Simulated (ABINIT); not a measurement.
# BaS (Fm-3m) in ABINIT: notebook

The runs below take BaS through band structure, equation of state, with AM05, BLYP.

Everything below comes from runs of ABINIT 10.8.3 (patched build). Logs are shortened: lines on timing, memory, paths and dates and some standing lists are left out, and cuts for length are marked. The log counts tension as positive stress, the text compression.

**1. The structure**

The structure is cubic, space group Fm-3m (No. 225). The conventional cell has a = 6.388 Å, b = 6.388 Å, c = 6.388 Å, α = 90.00°, β = 90.00°, γ = 90.00°. Around Ba (site symmetry m-3m) lie 6 S at 3.19 Å. Around S (site symmetry m-3m) lie 6 Ba at 3.19 Å.

**2. Band structure, AM05, spin-orbit coupling, no magnetisation**

Contents of run.abi:

```
# Datasets: ground state, then fixed potential
ndtset 2

# Pseudopotentials
pp_dirpath "./"
pseudos "Ba.GGA_PBE-JTH.xml, S.GGA_PBE-JTH.xml"

# Structure
acell 3*1.0
rprim
     0.0000000000     6.0353128105     6.0353128105
     6.0353128105     0.0000000000     6.0353128105
     6.0353128105     6.0353128105     0.0000000000
ntypat 2
znucl 56 16
natom 2
typat 1 2
xcart
     0.0000000000     0.0000000000     0.0000000000
     6.0353128105     6.0353128105     6.0353128105

# Plane-wave basis
ecut 20.0
pawecutdg 40.0

# Exchange and correlation
ixc -120135

# Bands and occupations
occopt 3
tsmear 0.00183747

# Spin
nspinor 2
nspden 1
pawspnorb 1

# SCF cycle
nstep 100

# Output
iomode 3
prtwf 0
prteig 0
prtebands 0
prtden1 1

# Dataset 1
kptopt1 4
ngkpt1 7 7 7
nshiftk1 1
shiftk1 0.0 0.0 0.0
nband1 24
tolvrs1 1.0e-9

# Dataset 2: bands along G-X-W-K-G-L-U-W-L-K
iscf2 -2
getden2 1
nband2 32
nbdbuf2 2
tolwfr2 1.0e-12
kptopt2 -9
ndivsm2 8
prteig2 1
kptbounds2
     0.0000000000     0.0000000000     0.0000000000
     0.5000000000     0.0000000000     0.5000000000
     0.5000000000     0.2500000000     0.7500000000
     0.3750000000     0.3750000000     0.7500000000
     0.0000000000     0.0000000000     0.0000000000
     0.5000000000     0.5000000000     0.5000000000
     0.6250000000     0.2500000000     0.6250000000
     0.5000000000     0.2500000000     0.7500000000
     0.5000000000     0.5000000000     0.5000000000
     0.3750000000     0.3750000000     0.7500000000
```

Potentials or basis: JTH PAW PBE v2.0.

Launch:

```bash
$ abinit run.abi > log 2>&1
```

run.abo:

```text
.Version 10.8.3 of ABINIT
 DATASET    1 : space group F4 3 2 (#209); Bravais cF (face-center cubic)
================================================================================
 Values of the parameters that define the memory need for DATASET  1.
     intxc =       0    ionmov =       0      iscf =      17    lmnmax =      18
     lnmax =       6     mgfft =      36  mpssoang =       3    mqgrid =    3001
     natom =       2  nloc_mem =       2    nspden =       1   nspinor =       2
    nsppol =       1      nsym =      24    n1xccc =       1    ntypat =       2
    occopt =       3   xclevel =       2
       mpw =        1899          nfft =       46656          nkpt =          21
 PAW method is used; the additional fine FFT grid is defined by:
   mgfftf=        50    nfftf =    125000
================================================================================
================================================================================

 DATASET    2 : space group F4 3 2 (#209); Bravais cF (face-center cubic)
================================================================================
 Values of the parameters that define the memory need for DATASET  2.
     intxc =       0    ionmov =       0      iscf =      -2    lmnmax =      18
     lnmax =       6     mgfft =      36  mpssoang =       3    mqgrid =    3001
     natom =       2  nloc_mem =       2    nspden =       1   nspinor =       2
    nsppol =       1      nsym =      24    n1xccc =       1    ntypat =       2
    occopt =       3   xclevel =       2
       mpw =        1901          nfft =       46656          nkpt =         139
 PAW method is used; the additional fine FFT grid is defined by:
   mgfftf=        50    nfftf =    125000
================================================================================
================================================================================

--------------------------------------------------------------------------------
------------- Echo of variables that govern the present computation ------------
--------------------------------------------------------------------------------
 -outvars: echo values of preprocessed input variables --------
            acell      1.0000000000E+00  1.0000000000E+00  1.0000000000E+00 Bohr
              amu      1.37327000E+02  3.20660000E+01
             ecut      2.00000000E+01 Hartree
           getden1          0
           getden2          1
             iscf1         17
             iscf2         -2
                       outvar_i_n : Printing only first  50 k-points.
[... 1846 lines left out ...]
 Atom  Sphere_radius  Integrated_density
    1        2.31519          6.50413516
    2        1.90380          3.56743674

================================================================================

 ----iterations are completed or convergence reached----

 Mean square residual over all n,k,spin=   49.577E-14; max=  99.813E-14
 reduced coordinates (array xred) for    2 atoms
       0.000000000000      0.000000000000      0.000000000000
       0.500000000000      0.500000000000      0.500000000000

 cartesian coordinates (angstrom) at end:
    1      0.00000000000000     0.00000000000000     0.00000000000000
    2      3.19374999782086     3.19374999782086     3.19374999782086
 length scales=  1.000000000000  1.000000000000  1.000000000000 bohr
              =  0.529177210544  0.529177210544  0.529177210544 angstroms
 Eigenvalues (hartree) for nkpt= 139  k points:
 kpt#   1, nband= 32, wtk=  1.00000, kpt=  0.0000  0.0000  0.0000 (reduced coord)
  -0.88813   -0.88813   -0.38769   -0.38769   -0.31514   -0.31514   -0.31514   -0.31514
  -0.30810   -0.30810    0.06718    0.06718    0.07242    0.07242    0.07242    0.07242
   0.20172    0.20172    0.21144    0.21144    0.21144    0.21144    0.21385    0.21385
   0.24581    0.24581    0.24581    0.24581    0.38896    0.38896    0.60984    0.61158
 kpt#   2, nband= 32, wtk=  1.00000, kpt=  0.0217  0.0000  0.0217 (reduced coord)
  -0.88812   -0.88812   -0.38777   -0.38777   -0.31662   -0.31662   -0.31518   -0.31518
  -0.30650   -0.30650    0.06669    0.06669    0.07160    0.07160    0.07232    0.07232
   0.20263    0.20263    0.21121    0.21121    0.21207    0.21207    0.21421    0.21421
   0.24596    0.24596    0.24709    0.24709    0.38993    0.38993    0.60782    0.61192
 kpt#   3, nband= 32, wtk=  1.00000, kpt=  0.0435  0.0000  0.0435 (reduced coord)
  -0.88809   -0.88809   -0.38800   -0.38800   -0.31941   -0.31941   -0.31529   -0.31529
  -0.30337   -0.30337    0.06468    0.06468    0.06990    0.06990    0.07202    0.07202
   0.20509    0.20509    0.21001    0.21001    0.21396    0.21396    0.21581    0.21581
   0.24643    0.24643    0.25097    0.25097    0.39283    0.39283    0.60090    0.60278
 kpt#   4, nband= 32, wtk=  1.00000, kpt=  0.0652  0.0000  0.0652 (reduced coord)
  -0.88804   -0.88804   -0.38838   -0.38838   -0.32234   -0.32234   -0.31548   -0.31548
[... 664 lines left out ...]
  -0.88607   -0.88607   -0.39803   -0.39803   -0.34263   -0.34263   -0.32460   -0.32460
  -0.27956   -0.27956    0.02944    0.02944    0.04470    0.04470    0.05000    0.05000
   0.20283    0.20283    0.28046    0.28046    0.31043    0.31043    0.31478    0.31478
   0.34888    0.34888    0.36921    0.36921    0.42735    0.42735    0.47326    0.47364
 kpt# 138, nband= 32, wtk=  1.00000, kpt=  0.3839  0.3839  0.7321 (reduced coord)
  -0.88605   -0.88605   -0.39779   -0.39779   -0.34165   -0.34165   -0.32522   -0.32522
  -0.28162   -0.28162    0.03245    0.03245    0.04646    0.04646    0.05100    0.05100
   0.19674    0.19674    0.28472    0.28472    0.31099    0.31099    0.31654    0.31654
   0.34289    0.34289    0.36440    0.36440    0.43041    0.43041    0.47547    0.47547
 kpt# 139, nband= 32, wtk=  1.00000, kpt=  0.3750  0.3750  0.7500 (reduced coord)
  -0.88603   -0.88603   -0.39759   -0.39759   -0.34073   -0.34073   -0.32564   -0.32564
  -0.28348   -0.28348    0.03526    0.03526    0.04811    0.04811    0.05154    0.05154
   0.19108    0.19108    0.28928    0.28928    0.31163    0.31163    0.31955    0.31955
   0.33684    0.33684    0.35981    0.35981    0.42926    0.42926    0.48030    0.48031

== END DATASET(S) ==============================================================
================================================================================

 -outvars: echo values of variables after computation  --------
            acell      1.0000000000E+00  1.0000000000E+00  1.0000000000E+00 Bohr
           etotal1    -3.6267145855E+01
            fcart1    -0.0000000000E+00 -0.0000000000E+00 -0.0000000000E+00
                      -0.0000000000E+00 -0.0000000000E+00 -0.0000000000E+00
            rprim      0.0000000000E+00  6.0353128105E+00  6.0353128105E+00
                       6.0353128105E+00  0.0000000000E+00  6.0353128105E+00
                       6.0353128105E+00  6.0353128105E+00  0.0000000000E+00
           strten1     1.5210867347E-06  1.5210867347E-06  1.5210867347E-06
                       0.0000000000E+00  0.0000000000E+00  0.0000000000E+00
           xangst      0.0000000000E+00  0.0000000000E+00  0.0000000000E+00
                       3.1937499978E+00  3.1937499978E+00  3.1937499978E+00
             xred      0.0000000000E+00  0.0000000000E+00  0.0000000000E+00
                       5.0000000000E-01  5.0000000000E-01  5.0000000000E-01
 Calculation completed.
```

It took 5.8 min on 1 thread of Arm Neoverse V2, shared host; peak memory 0.36 GiB.

Results:

- Free energy: -986.8793 eV
- Pressure: 0.0 GPa
- Band gap on the k mesh: 2.10 eV, indirect (least direct gap 2.21 eV)
- Band gap along the path: 2.04 eV, indirect (least direct gap 2.14 eV)
- Valence electrons inside the program's atomic spheres: Ba 6.50; S 3.57

Levels at the corners of the path, in eV from the valence-band top:
```tsv
point	band 13	band 14	band 15	band 16	band 17	band 18	band 19	band 20
Γ	0.00	0.00	0.00	0.00	3.52	3.52	3.78	3.78
X	-0.24	-0.24	-0.10	-0.10	2.04	2.04	5.86	5.86
W	-0.61	-0.61	-0.47	-0.47	4.21	4.21	4.24	4.24
K	-0.66	-0.66	-0.57	-0.57	3.23	3.23	5.90	5.90
Γ	0.00	0.00	0.00	0.00	3.52	3.52	3.78	3.78
L	-1.15	-1.15	-1.12	-1.12	5.49	5.49	5.58	5.58
U	-0.66	-0.66	-0.57	-0.57	3.23	3.23	5.90	5.90
W	-0.61	-0.61	-0.47	-0.47	4.21	4.21	4.24	4.24
L	-1.15	-1.15	-1.12	-1.12	5.49	5.49	5.58	5.58
K	-0.66	-0.66	-0.57	-0.57	3.23	3.23	5.90	5.90
```

Caveat: this set's barium file shifts pressures by 1.5 GPa and gaps by 0.1 eV against other sets; the PAW data sets were made with another functional, which shifts forces and pressure a little. AM05 gaps usually lie below the measured ones, often by a third to a half.

**3. Equation of state, BLYP**

Contents of run.abi:

```
ndtset 7
getwfk -1
scalecart1 3*0.9795861087
scalecart2 3*0.9864848297
scalecart3 3*0.9932883884
scalecart4 3*1.0000000000
scalecart5 3*1.0066227096
scalecart6 3*1.0131594038
scalecart7 3*1.0196128224

pp_dirpath "./"
pseudos "Ba.GGA_PBE-JTH.xml, S.GGA_PBE-JTH.xml"

acell 4.5166445648 4.5166445648 4.5166445648 Angstrom
rprim
     0.0000000000     0.7071067812     0.7071067812
     0.7071067812     0.0000000000     0.7071067812
     0.7071067812     0.7071067812     0.0000000000
ntypat 2
znucl 56 16
natom 2
typat 1 2
xred
     0.0000000000     0.0000000000     0.0000000000
     0.5000000000     0.5000000000     0.5000000000

ecut 544.227725 eV
pawecutdg 40.0

kptopt 1
ngkpt 7 7 7
nshiftk 1
shiftk 0.0 0.0 0.0

ixc -106131

nband 12
occopt 3
tsmear 0.05 eV

nstep 100
tolvrs 1.0e-9

iomode 3
prtwf 1
prtden 0
prteig 0
prtebands 0
```

Potentials or basis: JTH PAW PBE v2.0.

Launch:

```bash
$ abinit run.abi > log 2>&1
```

Wall time 95 s (1 thread of Arm Neoverse V2, shared host); peak memory 0.16 GiB.

It converged, with:

```
Equilibrium volume : 35.30 Å³/atom (rough: see the caveat)
Bulk modulus       : 36 GPa (rough)
```

Energy against volume, from the lowest point:
```tsv
volume (Å³/atom)	energy (meV/atom)
30.622	90.29
31.273	63.59
31.925	42.38
32.576	25.75
33.228	13.46
33.879	5.03
34.531	0.00
```

Caveat: pressures at fixed basis lie under the slope of the energies; this set's barium file shifts pressures by 1.5 GPa and gaps by 0.1 eV against other sets; the minimum lies outside the volumes run; the PAW data sets were made with another functional, which shifts forces and pressure a little. Spin-orbit coupling is left out, which matters for the levels of Ba.
